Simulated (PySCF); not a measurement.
A geometry optimisation on `C1=CCC=C1`.

Computed with PBE0-D3(BJ)/def2-SVP geometry optimisation, gas phase (PySCF 2.14.0). Start geometry: GFN2-xTB. A driver script takes a list of jobs; this job's settings line and coordinates (Å) are shown.

Input:
```
{"job": {"xc": "PBE0", "basis": "def2-SVP", "d3": "d3bj", "grid": 1, "kind": "geom"}, "charge": 0, "multiplicity": 1}
C     -1.045756     0.740248    -0.202928
C      0.228688     1.148049    -0.154776
C      1.117100    -0.024886     0.097580
C      0.146500    -1.156112     0.182611
C     -1.096877    -0.691535     0.006449
H     -1.913808     1.353131    -0.368495
H      0.600870     2.149003    -0.272256
H      1.689260     0.090330     1.020828
H      1.839708    -0.168975    -0.708574
H      0.446901    -2.172233     0.360235
H     -2.007162    -1.264350     0.013363
```

Output:
```
step   0  E = -193.73341121  max force = 0.014232
step   1  E = -193.73507633  max force = 0.002883
step   2  E = -193.73508899  max force = 0.000376
optimisation converged
```

Energies in Eh; «max force» is the largest Cartesian gradient component in Eh/bohr.

Question: Give the first gradient maximum in eV/Å.

Answer: With 1 Eh/bohr = 51.422 eV/Å, 0.732 eV/Å.

Main results: final energy -193.73509 Eh after 2 steps; dipole 0.55 D.

Hardware: Arm Neoverse V1, one thread, shared host with 64 logical CPUs at a one-minute load of 26. Cost: 6.6 s of wall time, 0.47 GiB resident at most.
Labels such as C1 count atoms from 1, the log's own numbers from 0.
